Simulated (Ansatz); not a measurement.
**Sn2Se2 sheet: levels of theory**

The task, for Sn2Se2 sheet: compare levels of theory; the runs are relaxing the atoms and single point.

Method: DFT PBE+D3(BJ), scalar-relativistic, plane waves, PAW, and further levels as typed in the inputs, in Ansatz 0.2.0.

### Step 1. The starting structure

Symmetry: Pmn2_1, No. 31, orthorhombic system. Conventional cell: a = 4.190 Å, b = 20.901 Å, c = 4.460 Å, α = 90.00°, β = 90.00°, γ = 90.00°. Around Sn (site symmetry m) lie 3 Se at 2.69 to 2.83 Å. Se (site symmetry m) has 3 Sn at 2.69 to 2.83 Å as nearest neighbours.

Structure file:

```
Sn Se
1.0
     4.19000    0.00000    0.00000
     0.00000    4.46000    0.00000
     0.00000    0.00000   20.90068
Sn Se
2 2
Direct
  0.25000 0.40900 0.43061
  0.75000 0.90900 0.56939
  0.75000 0.98400 0.44154
  0.25000 0.48400 0.55846
```

### Step 2. Relaxing the atoms: Sn2Se2 sheet, no spin

input.yaml

```yaml
crystal:
  lattice:
    - [4.19, 0.0, 0.0]
    - [0.0, 4.46, 0.0]
    - [0.0, 0.0, 20.90068]
  atoms:
    - { symbol: Sn, position: [0.25, 0.409, 0.4306079994] }
    - { symbol: Se, position: [0.75, 0.984, 0.4415358735] }
    - { symbol: Se, position: [0.25, 0.484, 0.5584641265] }
    - { symbol: Sn, position: [0.75, 0.909, 0.5693920006] }
  periodic: [true, true, false]
scf:
  occupations: { method: gaussian, width: 0.02 }
  n_extra_bands: 6
output:
  forces: true
  stress: false
  write_density: true
  write_potential: true
  elf: true
  volumetric_format: npy
kpoints:
  mp_grid: { grid: [10, 10, 1] }
hamiltonian:
  xc: pbe
  dispersion: d3bj
relax:
  f_tol: 0.006
  max_steps: 100
```

Started as:

```bash
> ansatz run input.yaml --threads 4 --pin off --max-ram 16384MiB --backend cpu --events-out ev --progress --plain --runs-dir out
```

The program printed, shortened:

```text
Warning: crystal.periodic: the lattice vector that does not repeat stood 0.000° off the slab's normal, 20.901 Å along it as the deck builds it. The run solves the slab on a vector along the normal, 29.601 Å long, with every atom where it was (on the deck's vector they left 18.00 Å outside [...]
Warning: RAYON_NUM_THREADS=4 ignored (pool sized by the plan → 4); use --threads N
[...]
scf.n_extra_bands = 6 over 30 filled bands (N_el = 60.0): the run solves 36 bands
[...]
Pseudopotentials: kind: paw
Pseudopotential: Sn, paw, valence charge 14, recommended cutoff 420 eV (normal), Sn.paw.azcp
Pseudopotential: Se, paw, valence charge 16, recommended cutoff 420 eV (normal), Se.paw.azcp
Functional definition: PBE
[...]
Crystal: 4 atoms, lattice volume = 553.172 Å³
Basis set: ecut = 420 eV, 10783 PW (Γ), exchange–correlation on 60×60×400 points (8 copies of the dense FFT grid, shifted against one another)
Bands: 36, of which v1, the nominal top of the filled ones, is band 30 counted from 1 (29 counted from 0)
Symmetry: 4 space group operations
Space group: Pmn21 (ITA 31), of the structure as read, at distance tolerance 8.2e-5 Å
k-points: 36 of 100 (time reversal used)
[...]
SCF iter   1: F=—  HF=-22989.077986 eV  |F-HF|=—  |Δ(HF+E_count)|=         —  Δρ=8.42e-4  dr2=6.84e-3  ethr=1.77e-3  ⟨swp⟩=13.8  Hψ=7573  notcnv=0
[...]
relax step   1: F+E_penalty+E_count = -22989.07432300 eV  Δ(F+E_penalty+E_count) = +0.000e0 eV  max|allowed force component| = 1.832e-1 eV/Å  Δτ_max = 0.0000 Å  (6 SCF iters, dr2 threshold 9.00e-7 eV, accepted)
[...]
relax step   4: F+E_penalty+E_count = -22989.08172651 eV  Δ(F+E_penalty+E_count) = -5.435e-5 eV  max|allowed force component| = 7.732e-3 eV/Å  Δτ_max = 0.0034 Å  (4 SCF iters, accepted)
[...]
relax step   5: F+E_penalty+E_count = -22989.08183341 eV  Δ(F+E_penalty+E_count) = -1.069e-4 eV  max|allowed force component| = 2.247e-3 eV/Å  Δτ_max = 0.0088 Å  (5 SCF iters, accepted)
NSCF: frozen V_eff on 36 k-points
[...]
SCF converged after 5 iterations
Free energy (F): -22989.081833 eV
[...]
E sigma→0 (E₀):  -22989.081833 eV
Fermi energy:    -3.833795 eV
[...]
--- Forces (eV/Å), atoms counted from 1 ---
  atom   1  Sn     0.00000000    -0.00006103     0.00011138
  atom   2  Se     0.00000000     0.00006485    -0.00224742
  atom   3  Se     0.00000000     0.00006485     0.00224742
  atom   4  Sn     0.00000000    -0.00006103    -0.00011138
[...]
--- Band table (eV; the first three rows and the last of 36) ---
[...]
  ° read free of the cell's end (the report's vacuum.weakly_bound_levels)
--- Relaxed structure (5 steps of the walk, 5 accepted, 0 SCFs on fresh bases) ---
  F+E_penalty+E_count = -22989.08183341 eV   max|allowed force component| = 2.247e-3 eV/Å
  cell:  # Å, volume = 553.1725 Å³
    - [4.19, 0.0, 0.0]
    - [0.0, 4.46, 0.0]
    - [0.0, 0.0, 29.60135999640163]
  atoms:
    - { symbol: Sn, position: [0.24999999999999992, 0.41187811227248966, 0.3038869368516266] }
    - { symbol: Se, position: [0.7499999999999998, 0.98112188772751, 0.31061231281604107] }
    - { symbol: Se, position: [0.24999999999999992, 0.48112188772751013, 0.3954593001956821] }
    - { symbol: Sn, position: [0.7499999999999998, 0.9118781122724898, 0.40218467616009657] }
```

It took 42 s on 4 threads of AMD EPYC 9R14 (Zen 4), shared host; peak memory 1.3 GiB.

Relaxation path:

| step | energy from step 1 (eV/cell) | largest force component (eV/Å) |
| --- | --- | --- |
| 1 | 0.0000 | 0.1832 |
| 2 | -0.0052 | 0.0993 |
| 3 | -0.0073 | 0.0077 |
| 4 | -0.0074 | 0.0077 |
| 5 | -0.0075 | 0.0022 |

Step 1 is the start.

Density in a lattice plane of the grid's cell (edges 4.46 and 29.60 Å, at 0.250 of the third edge), which holds Sn and Se.

Ten even steps from ' ' (0.00 e/Å³) to '@' (29.35 e/Å³):
```
            
            
            
            
            
            
            
            
            
            
            
      @@    
            
    ::::    
            
            
            
            
            
            
```
Columns run along the first of these edges and rows up along the second, over one cell in 6 and 20 even steps from the bottom left corner. Atoms in the plane (fractional): Sn at (0.41, 0.30), Se at (0.48, 0.40).

ELF in the same plane.

Ten even steps from '0' (0.00) to '9' (0.82):
```
000000
000000
000000
000000
000000
000000
000000
000000
000000
000000
006730
079294
015740
130040
028960
000100
000000
000000
000000
000000
```
Columns run along the first of these edges and rows up along the second, over one cell in 6 and 20 even steps from the bottom left corner. Atoms in the plane (fractional): Sn at (0.41, 0.30), Se at (0.48, 0.40).

Both are smooth fields of the valence electrons: close to the nuclei they are not physical.

Maxima of ELF outside the ion cores: 0.85 beside Se, off the lines to its neighbours, 0.9 Å from Se; 0.83 outside the outer layer, 1.8 Å from Sn; 0.80 in the shell around Se, 0.9 Å from Se.

### Step 3. Single point: LDA

It takes the final geometry of step 2.

input.yaml

```yaml
crystal:
  lattice:
    - [4.19, 0.0, 0.0]
    - [0.0, 4.46, 0.0]
    - [0.0, 0.0, 29.6013599964]
  atoms:
    - { symbol: Sn, position: [0.25, 0.4118781123, 0.3038869369] }
    - { symbol: Se, position: [0.75, 0.9811218877, 0.3106123128] }
    - { symbol: Se, position: [0.25, 0.4811218877, 0.3954593002] }
    - { symbol: Sn, position: [0.75, 0.9118781123, 0.4021846762] }
  periodic: [true, true, false]
scf:
  occupations: { method: gaussian, width: 0.01 }
  n_extra_bands: 6
output:
  eigenvalues: true
kpoints:
  mp_grid: { grid: [10, 10, 1] }
hamiltonian:
  xc: lda
```

Started as:

```bash
> ansatz run input.yaml --threads 4 --pin off --max-ram 16384MiB --backend cpu --events-out ev --progress --plain --runs-dir out
```

The program printed, shortened:

```text
Warning: RAYON_NUM_THREADS=4 ignored (pool sized by the plan → 4); use --threads N
scf.n_extra_bands = 6 over 30 filled bands (N_el = 60.0): the run solves 36 bands
[...]
Pseudopotentials: kind: paw
Pseudopotential: Sn, paw, valence charge 14, recommended cutoff 420 eV (normal), Sn.paw.azcp
Pseudopotential: Se, paw, valence charge 16, recommended cutoff 420 eV (normal), Se.paw.azcp
Functional definition: SPW92
[...]
Crystal: 4 atoms, lattice volume = 553.172 Å³
Basis set: ecut = 420 eV, 10783 PW (Γ)
Bands: 36, of which v1, the nominal top of the filled ones, is band 30 counted from 1 (29 counted from 0)
Symmetry: 4 space group operations
Space group: Pmn21 (ITA 31), of the structure as read, at distance tolerance 8.2e-5 Å
k-points: 36 of 100 (time reversal used)
[...]
SCF iter   1: F=—  HF=-22526.697036 eV  |F-HF|=—  |Δ(HF+E_count)|=         —  Δρ=2.37e-3  dr2=2.47e-2  ethr=1.77e-3  ⟨swp⟩=14.6  Hψ=7796  notcnv=0
[...]
SCF iter   8: F=-22526.683187 eV  HF=-22526.683187 eV  |F-HF|=1.07e-8  |Δ(HF+E_count)|=   8.51e-8  Δρ=1.49e-6  dr2=1.48e-8  ethr=1.67e-10  ⟨swp⟩=11.0  Hψ=5822  notcnv=0
[...]
SCF converged after 8 iterations
Free energy (F): -22526.683187 eV
[...]
E sigma→0 (E₀):  -22526.683187 eV
Fermi energy:    -4.149478 eV
[...]
--- Band table (eV; the first three rows and the last of 36) ---
[...]
  ° read free of the cell's end (the report's vacuum.weakly_bound_levels)
```

Wall time 11 s (4 threads of AMD EPYC 9R14 (Zen 4), shared host); peak memory 1.1 GiB.

### Step 4. Single point: r2SCAN

It takes the final geometry of step 2.

Changes to input.yaml since step 3:

```diff
@@ -19,2 +19,2 @@
 hamiltonian:
-  xc: lda
+  xc: r2scan
```

Started as:

```bash
> ansatz run input.yaml --threads 4 --pin off --max-ram 16384MiB --backend cpu --events-out ev --progress --plain --runs-dir out
```

The program printed, shortened:

```text
Warning: RAYON_NUM_THREADS=4 ignored (pool sized by the plan → 4); use --threads N
scf.n_extra_bands = 6 over 30 filled bands (N_el = 60.0): the run solves 36 bands
[...]
Pseudopotentials: kind: paw
Pseudopotential: Sn, paw, valence charge 14, recommended cutoff 500 eV (meta_gga), Sn.paw.azcp
Pseudopotential: Se, paw, valence charge 16, recommended cutoff 500 eV (meta_gga), Se.paw.azcp
Functional definition: r2SCAN
[...]
Crystal: 4 atoms, lattice volume = 553.172 Å³
Basis set: ecut = 500 eV, 14017 PW (Γ), exchange–correlation on 128×144×864 points (64 copies of the dense FFT grid, shifted against one another)
Bands: 36, of which v1, the nominal top of the filled ones, is band 30 counted from 1 (29 counted from 0)
Symmetry: 4 space group operations
Space group: Pmn21 (ITA 31), of the structure as read, at distance tolerance 8.2e-5 Å
k-points: 36 of 100 (time reversal used)
[...]
SCF iter   1: F=—  HF=-23035.015289 eV  |F-HF|=—  |Δ(HF+E_count)|=         —  Δρ=2.42e-3  dr2=4.04e-2  dr2_τ=7.64e-3  ethr=1.77e-3  ⟨swp⟩=13.2  Hψ=7352  notcnv=0  defer=1
[...]
SCF iter   8: F=-23035.027768 eV  HF=-23035.027768 eV  |F-HF|=1.32e-8  |Δ(HF+E_count)|=   9.89e-8  Δρ=6.68e-7  dr2=2.79e-9  dr2_τ=5.46e-11  ethr=1.67e-10  ⟨swp⟩=4.4  Hψ=3408  notcnv=0
[...]
SCF converged after 8 iterations
Free energy (F): -23035.027768 eV
[...]
E sigma→0 (E₀):  -23035.027768 eV
Fermi energy:    -3.884289 eV
[...]
--- Band table (eV; the first three rows and the last of 36) ---
[...]
  ° read free of the cell's end (the report's vacuum.weakly_bound_levels)
```

Run time: 20 s. Hardware: 4 threads of AMD EPYC 9R14 (Zen 4), shared host; peak memory 2 GiB.

(Part 1 of 2 ends here.)
